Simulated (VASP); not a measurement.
# HfO2: lattice, stiffness and zone-centre modes

What lattice, stiffness and vibrations does HfO2 have at one level of theory? The starting structure is a measured crystal structure from the Crystallography Open Database. All runs use LDA.

Program: VASP 6.6.1. Level of theory: Kohn-Sham DFT with plane waves and PAW; LDA. Results are calculated unless marked as measured.

## Step 1: The structure

It takes space group Fm-3m (No. 225, cubic). The conventional cell has a = 5.115 Å, b = 5.115 Å, c = 5.115 Å, α = 90.00°, β = 90.00°, γ = 90.00°. Hf has 8 O at 2.21 Å nearest. Nearest to O lie 4 Hf at 2.21 Å. Farther neighbours and most contacts between anions are not listed.

Structure file:

```xyz
3
Lattice="0.0000 2.5575 2.5575 2.5575 0.0000 2.5575 2.5575 2.5575 0.0000" Properties=species:S:1:pos:R:3 pbc="T T T"
Hf    0.0000    0.0000    0.0000
O     3.8363    3.8363    3.8363
O     1.2788    1.2788    1.2788
```

## Step 2: Relaxation

This run starts from the cell of an earlier relaxation, which isn't shown; the restart sets up the plane waves anew.

INCAR

```
SYSTEM = HfO2
PREC = Accurate
ENCUT = 560
EDIFF = 1E-07
NELM = 100
ISMEAR = 0
SIGMA = 0.03
LREAL = .FALSE.
ALGO = Normal
GGA = CA
NBANDS = 17
LASPH = .TRUE.
LORBIT = 11
LWAVE = .FALSE.
LCHARG = .FALSE.
KPAR = 4
IBRION = 2
NSW = 50
ISIF = 3
EDIFFG = -0.002
```

POSCAR

```
HfO2
1.0
    0.0000000000      2.4906937489      2.4906937489
    2.4906937489      0.0000000000      2.4906937489
    2.4906937489      2.4906937489      0.0000000000
Hf O
1 2
Direct
    0.0000000000      0.0000000000      0.0000000000
    0.7500000000      0.7500000000      0.7500000000
    0.2500000000      0.2500000000      0.2500000000
```

KPOINTS

```
Automatic mesh
0
Gamma
8 8 8
0 0 0
```

PAW data sets: Hf_pv and O (LDA family, release 64).

On the command line:

```sh
$ mpirun -np 4 vasp_std
```

Log:

```text
[banner, memory and clock lines left out]
running    4 mpi-ranks, on    1 nodes
 distrk:  each k-point on    1 cores,    4 groups
 distr:  one band on    1 cores,    1 groups

 POSCAR found type information on POSCAR HfO
 POSCAR found :  2 types and       3 ions
 LDA part: xc-table for (Slater(with rela. corr.)+CA(PZ))
 , standard interpolation
 POSCAR, INCAR and KPOINTS ok, starting setup
 FFT: planning ... GRIDC
 FFT: planning ... GRID_SOFT
 FFT: planning ... GRID
 WAVECAR not read
 entering main loop
       N       E                     dE             d eps       ncg     rms          rms(c)
DAV:   1     0.950966919880E+02    0.95097E+02   -0.13405E+04   986   0.136E+03
DAV:   2    -0.350756466011E+02   -0.13017E+03   -0.12494E+03  1257   0.307E+02
DAV:   3    -0.386357839947E+02   -0.35601E+01   -0.35471E+01  1159   0.470E+01
DAV:   4    -0.386556113669E+02   -0.19827E-01   -0.19811E-01  1244   0.374E+00
DAV:   5    -0.386557336641E+02   -0.12230E-03   -0.12229E-03  1204   0.277E-01    0.554E+01
DAV:   6    -0.332807103744E+02    0.53750E+01   -0.22028E+01  1009   0.341E+01    0.467E+01
DAV:   7    -0.331346633150E+02    0.14605E+00   -0.70060E-01  1125   0.719E+00    0.306E+01
DAV:   8    -0.330878696873E+02    0.46794E-01   -0.20197E-01  1014   0.425E+00    0.796E+00
DAV:   9    -0.330735642886E+02    0.14305E-01   -0.40581E-02  1047   0.175E+00    0.245E+00
DAV:  10    -0.330732265606E+02    0.33773E-03   -0.22136E-03  1203   0.367E-01    0.727E-02
DAV:  11    -0.330732207110E+02    0.58495E-05   -0.12203E-04  1203   0.908E-02    0.549E-02
DAV:  12    -0.330732213096E+02   -0.59850E-06   -0.59692E-06  1235   0.193E-02    0.224E-02
DAV:  13    -0.330732213717E+02   -0.62198E-07   -0.16584E-07  1103   0.361E-03
   1 F= -.33073221E+02 E0= -.33073221E+02  d E =-.330732E+02
 curvature:   0.00 expect dE= 0.000E+00 dE for cont linesearch  0.000E+00
 trial: gam= 0.00000 g(F)=  0.284E-46 g(S)=  0.165E-07 ort = 0.000E+00 (trialstep = 0.100E+01)
 search vector abs. value=  0.166E-07
 reached required accuracy - stopping structural energy minimisation
```

Elapsed: 5.6 s, on 4 MPI ranks of Intel Xeon Platinum 8259CL at 2.50GHz (Skylake/Cascade Lake), shared host; peak memory 0.56 GiB.

The logs omit lines about the potential files and the build; timing stands in the text.

From OUTCAR (step 2):

```text
ion  position               nearest neighbor table
   1  0.000  0.000  0.000-   2 2.16   2 2.16   2 2.16   2 2.16   3 2.16   3 2.16   3 2.16   3 2.16

  LATTYP: Found a face centered cubic cell.
 ALAT       =     4.9813874978

 Subroutine GETGRP returns: Found 48 space group operations
 (whereof 48 operations were pure point group operations)

The static configuration has the point symmetry O_h .

 Found     29 irreducible k-points:

   k-points           NKPTS =     29   k-points in BZ     NKDIM =     29   number of bands    NBANDS=     17

   dimension x,y,z NGX =    28 NGY =   28 NGZ =   28
   dimension x,y,z NGXF=    56 NGYF=   56 NGZF=   56

   ENCUT  =  560.0 eV  41.16 Ry    6.42 a.u.   6.80  6.80  6.80*2*pi/ulx,y,z

   NELECT =      22.0000    total number of electrons

 k-points in reciprocal lattice and weights: Automatic mesh
   0.00000000  0.00000000  0.00000000       0.002
   0.12500000  0.00000000  0.00000000       0.016
   0.25000000  0.00000000  0.00000000       0.016
   0.37500000  0.00000000  0.00000000       0.016
   0.50000000  0.00000000  0.00000000       0.008
   0.12500000  0.12500000  0.00000000       0.012
   0.25000000  0.12500000  0.00000000       0.047
   0.37500000  0.12500000  0.00000000       0.047
   0.50000000  0.12500000  0.00000000       0.047
[...]
-0.37500000  0.50000000  0.12500000       0.023
  -0.25000000  0.50000000  0.25000000       0.012

 average (electrostatic) potential at core
       1 -36.9373       2 -70.2282       3 -70.2282

 E-fermi :   4.6715

 k-point     1 :       0.0000    0.0000    0.0000
  band No.  band energies     occupation
    ...
      7      -1.2164      2.00000
      8      -1.2164      2.00000
      9       3.8882      2.00000
     10       3.8882      2.00000
     11       3.8882      2.00000
     12       8.3290      0.00000
     13       8.3290      0.00000
     14      10.6424      0.00000
     15      15.5729      0.00000
     16      15.5729      0.00000
    ...

 k-point     2 :       0.1250    0.0000    0.0000
  band No.  band energies     occupation
    ...
      7      -1.0538      2.00000
      8      -0.7429      2.00000
      9       3.4262      2.00000
     10       3.5700      2.00000
     11       3.5700      2.00000
     12       8.6665      0.00000
     13       8.6665      0.00000
     14      11.2401      0.00000
     15      14.7735      0.00000
     16      15.2662      0.00000
    ...

 k-point     3 :       0.2500    0.0000    0.0000
  band No.  band energies     occupation
    ...
      7      -0.6566      2.00000
      8       0.3366      2.00000
      9       2.5031      2.00000
     10       3.0143      2.00000
     11       3.0143      2.00000
     12       9.1602      0.00000
     13       9.1602      0.00000
     14      11.7764      0.00000
     15      14.2180      0.00000
     16      14.7335      0.00000
    ...

  Total       -0.0005852     -0.0005852     -0.0005852      0.0000000     -0.0000000      0.0000000
  in kB       -0.0303391     -0.0303391     -0.0303391      0.0000000     -0.0000000      0.0000000
  external PRESSURE =      -0.0303391 kB  Pullay stress =       0.0000000 kB

  energy-cutoff  :      560.00
  volume of cell :       30.90
      direct lattice vectors                 reciprocal lattice vectors
     0.000000000  2.490693749  2.490693749    -0.200747282  0.200747282  0.200747282
     2.490693749  0.000000000  2.490693749     0.200747282 -0.200747282  0.200747282
     2.490693749  2.490693749  0.000000000     0.200747282  0.200747282 -0.200747282

 POSITION                                       TOTAL-FORCE (eV/Angst)
 -----------------------------------------------------------------------------------
      0.00000      0.00000      0.00000         0.000000      0.000000      0.000000
      3.73604      3.73604      3.73604        -0.000000     -0.000000     -0.000000
      1.24535      1.24535      1.24535         0.000000      0.000000      0.000000
 -----------------------------------------------------------------------------------
    total drift:                                0.000000      0.000000      0.000000

  FREE ENERGIE OF THE ION-ELECTRON SYSTEM (eV)
  ---------------------------------------------------
  free  energy   TOTEN  =       -33.0732213717 eV

  energy  without entropy=      -33.0732213717  energy(sigma->0) =      -33.07322137

 reached required accuracy - stopping structural energy minimisation

 total charge
# of ion       s       p       d       tot
------------------------------------------
    1        0.311   6.654   1.484   8.449
    2        1.550   3.563   0.000   5.113
    3        1.550   3.563   0.000   5.113
--------------------------------------------------
tot          3.412  13.780   1.484  18.675

[... 3 further parts left out ...]
```

CONTCAR:

```
HfO2
   1.00000000000000
     0.0000000000000000    2.4906937489000001    2.4906937489000001
     2.4906937489000001    0.0000000000000000    2.4906937489000001
     2.4906937489000001    2.4906937489000001    0.0000000000000000
  Hf              O
     1     2
Direct
     0.0000000000000000    0.0000000000000000    0.0000000000000000
     0.7500000000000000    0.7500000000000000    0.7500000000000000
     0.2500000000000000    0.2500000000000000    0.2500000000000000
```

The run keeps the 48 symmetry operations of its start, so it cannot find a distortion of lower symmetry.

The relaxed cell holds 10.301 Å³ an atom, with a = 4.981 Å (-2.6 % against the database cell). Pressures at 0.985 and 1.015 times this volume, from two more relaxations that aren't shown, give a bulk modulus of 290.1 GPa.

## Step 3: Elastic constants

INCAR

```
SYSTEM = HfO2
PREC = Accurate
ENCUT = 800
EDIFF = 1E-08
NELM = 100
ISMEAR = 0
SIGMA = 0.03
LREAL = .FALSE.
ALGO = Normal
GGA = CA
NBANDS = 17
LASPH = .TRUE.
LORBIT = 11
LWAVE = .FALSE.
LCHARG = .FALSE.
KPAR = 4
IBRION = 6
NFREE = 2
POTIM = 0.015
ISIF = 3
NSW = 1
```

POSCAR is that of step 2.

KPOINTS

```
Automatic mesh
0
Gamma
10 10 10
0 0 0
```

On the command line:

```sh
$ mpirun -np 4 vasp_std
```

Log:

```text
[... set-up lines as in an earlier step ...]
 entering main loop
       N       E                     dE             d eps       ncg     rms          rms(c)
DAV:   1     0.122382086047E+03    0.12238E+03   -0.16428E+04  1598   0.180E+03
DAV:   2    -0.340033477867E+02   -0.15639E+03   -0.15234E+03  2103   0.356E+02
DAV:   3    -0.386419379738E+02   -0.46386E+01   -0.46255E+01  1898   0.553E+01
DAV:   4    -0.386685916513E+02   -0.26654E-01   -0.26642E-01  2050   0.445E+00
[...]
DAV:  12    -0.330890623980E+02   -0.57288E-06   -0.59664E-06  2050   0.195E-02    0.207E-02
DAV:  13    -0.330890624524E+02   -0.54422E-07   -0.16421E-07  2013   0.364E-03    0.250E-03
DAV:  14    -0.330890624544E+02   -0.19479E-08   -0.28359E-09  1325   0.512E-04
   1 F= -.33089062E+02 E0= -.33089062E+02  d E =-.631109E-13
[... from here on, the cycles between the ionic steps are left out ...]
   2 F= -.33075987E+02 E0= -.33075987E+02  d E =-.999748E-22
   3 F= -.33074870E+02 E0= -.33074870E+02  d E =-.505267E-37
   4 F= -.33075987E+02 E0= -.33075987E+02  d E =-.100247E-21
   5 F= -.33074870E+02 E0= -.33074870E+02  d E =-.506058E-37
   6 F= -.33075987E+02 E0= -.33075987E+02  d E =-.993088E-22
   7 F= -.33074870E+02 E0= -.33074870E+02  d E =-.506277E-37
   8 F= -.33086514E+02 E0= -.33086514E+02  d E =-.462347E-17
   9 F= -.33086514E+02 E0= -.33086514E+02  d E =-.468614E-17
  10 F= -.33086514E+02 E0= -.33086514E+02  d E =-.468987E-17
  11 F= -.33086514E+02 E0= -.33086514E+02  d E =-.468962E-17
  12 F= -.33086514E+02 E0= -.33086514E+02  d E =-.469023E-17
  13 F= -.33086514E+02 E0= -.33086514E+02  d E =-.469077E-17
  14 F= -.33088304E+02 E0= -.33088304E+02  d E =-.657574E-17
  15 F= -.33088304E+02 E0= -.33088304E+02  d E =-.660823E-17
  16 F= -.33087658E+02 E0= -.33087658E+02  d E =-.727961E-17
  17 F= -.33087658E+02 E0= -.33087658E+02  d E =-.728112E-17
 Finite differences progress:
  Degree of freedom:   8/  8
  Displacement:        2/  2
  Total:              16/ 16
```

It took 6.8 min on 4 MPI ranks; peak memory 2 GiB; 25 min of CPU time.

Parts of OUTCAR (step 3):

```text
  Total        0.0224219      0.0181052      0.0181052      0.0000000     -0.1336813      0.0000000
  in kB        1.1624993      0.9386892      0.9386892      0.0000000     -6.9309117      0.0000000
  external PRESSURE =       1.0132926 kB  Pullay stress =       0.0000000 kB

 POSITION                                       TOTAL-FORCE (eV/Angst)
 -----------------------------------------------------------------------------------
      0.00000      0.00000      0.00000        -0.050563     -0.000000     -0.000000
      3.72104      3.73604      3.73604         0.187258      0.000000      0.000000
      1.24535      1.24535      1.24535        -0.136695      0.000000      0.000000
 -----------------------------------------------------------------------------------
    total drift:                                0.000054     -0.000000     -0.000000

  FREE ENERGIE OF THE ION-ELECTRON SYSTEM (eV)
  ---------------------------------------------------
  free  energy   TOTEN  =       -33.0876580182 eV

  energy  without entropy=      -33.0876580182  energy(sigma->0) =      -33.08765802

[... 3 further parts left out ...]
[key lines of the parts left out:]
E-fermi :   4.6848
```

The last energy, forces and stress in OUTCAR belong to the last displaced cell, not to that of POSCAR.

The elastic tensor has C11 = 628.9, C12 = 123.7, C44 = 79.6 GPa; its Hill averages are a bulk modulus of 292.1 and a shear modulus of 129.2 GPa.

## Step 4: Modes of the relaxed cell

INCAR

```
SYSTEM = HfO2
PREC = Accurate
ENCUT = 560
EDIFF = 1E-08
NELM = 100
ISMEAR = 0
SIGMA = 0.03
LREAL = .FALSE.
ALGO = Normal
GGA = CA
NBANDS = 17
LASPH = .TRUE.
LORBIT = 11
LWAVE = .FALSE.
LCHARG = .FALSE.
KPAR = 4
IBRION = 8
LEPSILON = .TRUE.
LPEAD = .TRUE.
ISIF = 2
```

POSCAR is that of step 3.

KPOINTS

```
Automatic mesh
0
Gamma
14 14 14
0 0 0
```

On the command line:

```sh
$ mpirun -np 4 vasp_std
```

Log:

```text
[... set-up lines as in an earlier step ...]
 entering main loop
       N       E                     dE             d eps       ncg     rms          rms(c)
DAV:   1     0.942790063158E+02    0.94279E+02   -0.13387E+04  3536   0.136E+03
DAV:   2    -0.349304977269E+02   -0.12921E+03   -0.12458E+03  4631   0.307E+02
DAV:   3    -0.386353896352E+02   -0.37049E+01   -0.36968E+01  4103   0.475E+01
DAV:   4    -0.386556076896E+02   -0.20218E-01   -0.20213E-01  4642   0.386E+00
[...]
DAV:  12    -0.330732177764E+02   -0.53807E-06   -0.61520E-06  4529   0.196E-02    0.200E-02
DAV:  13    -0.330732178369E+02   -0.60465E-07   -0.17140E-07  4483   0.366E-03    0.258E-03
DAV:  14    -0.330732178388E+02   -0.19436E-08   -0.27392E-09  2839   0.489E-04
   1 F= -.33073218E+02 E0= -.33073218E+02  d E =-.315995E-12
 Linear response reoptimize wavefunctions to high precision
DAV:   1    -0.330732178390E+02   -0.17326E-09   -0.11885E-09  2952   0.328E-04
DAV:   2    -0.330732178390E+02    0.86402E-11   -0.12996E-10  2012   0.937E-05
 Linear response to external field (no local field effect), progress :
[...]
RMM:  24    -0.220463557446E+00    0.59546E-10   -0.19701E-07 12330   0.214E-04    0.929E-08
 first order change of Fermi-energy   0.32105E-02
 force on displaced ion       1 direction 1 :  -6.743   0.000   0.000
 Born effective charge ion    1 direction 1 :   5.554   0.000   0.000
 Linear response progress:
  Degree of freedom:   2/  2
       N       E                     dE             d eps       ncg     rms          rms(c)
RMM:   1    -0.370427070163E+00   -0.37043E+00    0.21893E-01 31448   0.380E+00
RMM:   2    -0.357994757330E+00    0.12432E-01   -0.11362E-02 22590   0.702E-01    0.773E-01
RMM:   3    -0.359260124693E+00   -0.12654E-02   -0.93677E-04 21209   0.192E-01    0.462E-01
RMM:   4    -0.361422935990E+00   -0.21628E-02   -0.81124E-04 21655   0.185E-01    0.496E-02
[...]
RMM:  17    -0.361124319875E+00   -0.23983E-10   -0.12895E-07 18795   0.176E-04    0.147E-06
RMM:  18    -0.361124319692E+00    0.18271E-09   -0.13019E-07 18781   0.176E-04    0.173E-07
RMM:  19    -0.361124319553E+00    0.13881E-09   -0.12911E-07 18670   0.176E-04    0.622E-08
 first order change of Fermi-energy  -0.22154E-01
 force on displaced ion       2 direction 1 : -12.498  -0.000  -0.000
 Born effective charge ion    2 direction 1 :  -2.777   0.000   0.000
 Born effective charges drift removed
 Linear response finished
```

Wall time 6.3 min (4 MPI ranks); peak memory 3.7 GiB; 22 min of CPU time.

Parts of OUTCAR (step 4):

```text
  Total       -0.0005178     -0.0005178     -0.0005178      0.0000000      0.0000000      0.0000000
  in kB       -0.0268469     -0.0268469     -0.0268469      0.0000000      0.0000000      0.0000000
  external PRESSURE =      -0.0268469 kB  Pullay stress =       0.0000000 kB

 POSITION                                       TOTAL-FORCE (eV/Angst)
 -----------------------------------------------------------------------------------
      0.00000      0.00000      0.00000        -0.000000     -0.000000      0.000000
      3.73604      3.73604      3.73604        -0.000000     -0.000000     -0.000000
      1.24535      1.24535      1.24535         0.000000      0.000000      0.000000
 -----------------------------------------------------------------------------------
    total drift:                                0.000000      0.000000      0.000000

 MACROSCOPIC STATIC DIELECTRIC TENSOR (including local field effects in DFT)
 ------------------------------------------------------
           5.334591     0.000000    -0.000000
           0.000000     5.334591    -0.000000
           0.000000     0.000000     5.334591
 ------------------------------------------------------

 MACROSCOPIC STATIC DIELECTRIC TENSOR IONIC CONTRIBUTION
 ------------------------------------------------------
          26.781272     0.000000    -0.000000
           0.000000    26.781272    -0.000000
          -0.000000    -0.000000    26.781272
 ------------------------------------------------------

[... 1 part as in an earlier step ...]

[... 1 further part left out ...]
```

The zone-centre modes at 10.301 Å³ an atom are T2g 606.2, T1u 260.1 cm⁻¹.

(Continued in part 2 of 2.)

[Lines on the potential files, build, host, timing and source positions are cut from VASP's logs without a mark.]

[Logs are printed without paths, hosts, clocks, repeated set-up lines and the standing remarks that a program may print on its own settings, such as how far it seeks lower states.]

[Hosts, paths, dates, database ids (printed as entryN), source tags and the programs' standing remarks are cut or masked in the printed files.]
